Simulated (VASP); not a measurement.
Here is a VASP 6.6.1 calculation.

Contents of POSCAR:

```
Si3Ge5
1.0
    5.5732020108     -0.0013866442      0.0000000000
    0.0013866442     -5.5732020108      0.0000000000
    0.0000000000      0.0000000000     -5.5727365021
  Ge              Si
     5     3
Direct
     0.7500000000000000    0.7500000000000000    0.7442226274411664
     0.2500000000000000    0.2500000000000000    0.7442226274411664
     0.2500000000000000    0.7500000000000000    0.2557867237061621
     0.5028360478886206    0.0028360478886206    0.0028177418468424
     0.9971639521113794    0.4971639521113794    0.0028177418468424
     0.7500000000000000    0.2500000000000000    0.2553646774412551
     0.9973726861452773    0.0026273138547227    0.4973839301382826
     0.5026273138547227    0.4973726861452774    0.4973839301382826
```

File INCAR.step1:

```
SYSTEM = Si3Ge5
PREC = Accurate ; ENCUT = 600
EDIFF = 1E-8 ; ISMEAR = 0
SIGMA = 0.03 ; LREAL = .FALSE.
LASPH = .TRUE. ; NELM = 80
ALGO = Normal ; ISIF = 3
LWAVE = .FALSE. ; LCHARG = .FALSE.
GGA = PS ; KPAR = 4
IBRION = 2 ; NSW = 40
EDIFFG = -0.002
```

The input INCAR.step2:

```
SYSTEM = Si3Ge5
PREC = Accurate ; ENCUT = 600
EDIFF = 1E-8 ; ISMEAR = 0
SIGMA = 0.03 ; LREAL = .FALSE.
LASPH = .TRUE. ; NELM = 80
ALGO = Normal ; ISIF = 2
LWAVE = .FALSE. ; LCHARG = .FALSE.
GGA = PS ; KPAR = 4
IBRION = 6 ; NFREE = 2
POTIM = 0.015 ; NSW = 1
```

Contents of KPOINTS:

```
Automatic mesh
0
G
  4 4 4
  0 0 0
```

Potentials or basis: VASP PAW PBE potentials, release 64 (Ge_d, Si).

Run with:

```sh
$ cat potpaw_PBE.64/Ge_d/POTCAR potpaw_PBE.64/Si/POTCAR > POTCAR
$ cp INCAR.step1 INCAR
$ mpirun -np 4 vasp_std > vasp.out
$ cp CONTCAR POSCAR
$ cp INCAR.step2 INCAR
$ mpirun -np 4 vasp_std > vasp.out
```

**Question.** Predict the highest phonon frequency at Γ, LO-TO splitting left out.

**Answer.** 457 cm⁻¹.

Phonon frequencies in cm⁻¹ (negative: imaginary):
```tsv
q point	frequencies
(0.000, 0.000, 0.000)	0 0 0 73 80 87 91 95 111 245 248 256 264 267 274 279 310 367 371 379 386 403 440 457
```
